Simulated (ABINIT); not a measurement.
Here is an ABINIT 10.8.3 (patched build) calculation.

The input run.abi:

```
# Datasets: ground state, then fixed potential
ndtset 2

# Pseudopotentials
pp_dirpath "./"
pseudos "As.GGA_PBE-JTH.xml, Ga.GGA_PBE-JTH.xml"

# Structure
acell 3*1.0
rprim
     0.0000000000     5.3419722954     5.3419722954
     5.3419722954     0.0000000000     5.3419722954
     5.3419722954     5.3419722954     0.0000000000
ntypat 2
znucl 33 31
natom 2
typat 1 2
xcart
     8.0129584431     8.0129584431     8.0129584431
     0.0000000000     0.0000000000     0.0000000000

# Plane-wave basis
ecut 17.0
pawecutdg 34.0

# Exchange and correlation
ixc -545

# Bands and occupations
occopt 3
tsmear 0.00183747

# SCF cycle
nstep 100

# Output
iomode 3
prtwf 0
prteig 0
prtebands 0
enunit 1
prtden1 1

# Dataset 1
kptopt1 1
ngkpt1 8 8 8
nshiftk1 1
shiftk1 0.0 0.0 0.0
nband1 18
tolvrs1 1.0e-9

# Dataset 2: bands along G-X-W-K-G-L-U-W-L-K
iscf2 -2
getden2 1
nband2 22
nbdbuf2 2
tolwfr2 1.0e-12
kptopt2 -9
ndivsm2 6
prteig2 1
prtvol2 -3
kptbounds2
     0.0000000000     0.0000000000     0.0000000000
     0.5000000000     0.0000000000     0.5000000000
     0.5000000000     0.2500000000     0.7500000000
     0.3750000000     0.3750000000     0.7500000000
     0.0000000000     0.0000000000     0.0000000000
     0.5000000000     0.5000000000     0.5000000000
     0.6250000000     0.2500000000     0.6250000000
     0.5000000000     0.2500000000     0.7500000000
     0.5000000000     0.5000000000     0.5000000000
     0.3750000000     0.3750000000     0.7500000000
```

Potentials or basis: JTH PAW PBE v2.0.

Launch:

```bash
$ abinit run.abi > log 2>&1
```

Problem. Estimate the band gap on the k mesh.

Solution. 0.84 eV, direct.

Problem. What does it give for the pressure?

Solution. -8.0 GPa.

Levels at the corners of the path, in eV from the valence-band top:
| point | band 11 | band 12 | band 13 | band 14 | band 15 | band 16 | band 17 | band 18 |
| --- | --- | --- | --- | --- | --- | --- | --- | --- |
| Γ | -12.40 | 0.00 | 0.00 | 0.00 | 0.84 | 4.30 | 4.30 | 4.30 |
| X | -10.29 | -6.37 | -2.32 | -2.32 | 2.50 | 2.69 | 10.48 | 10.48 |
| W | -10.26 | -6.21 | -3.00 | -2.77 | 4.84 | 5.70 | 6.10 | 7.11 |
| K | -10.33 | -6.20 | -3.24 | -1.95 | 2.90 | 5.31 | 8.48 | 8.63 |
| Γ | -12.40 | 0.00 | 0.00 | 0.00 | 0.84 | 4.30 | 4.30 | 4.30 |
| L | -10.93 | -6.07 | -0.99 | -0.99 | 1.62 | 5.30 | 5.30 | 9.46 |
| U | -10.33 | -6.20 | -3.24 | -1.95 | 2.90 | 5.31 | 8.48 | 8.63 |
| W | -10.26 | -6.21 | -3.00 | -2.77 | 4.84 | 5.70 | 6.10 | 7.11 |
| L | -10.93 | -6.07 | -0.99 | -0.99 | 1.62 | 5.30 | 5.30 | 9.46 |
| K | -10.33 | -6.20 | -3.24 | -1.95 | 2.90 | 5.31 | 8.48 | 8.63 |

Caveat: the potentials were made for a functional far from this one; the potentials were made for another functional, which shifts forces and pressure.
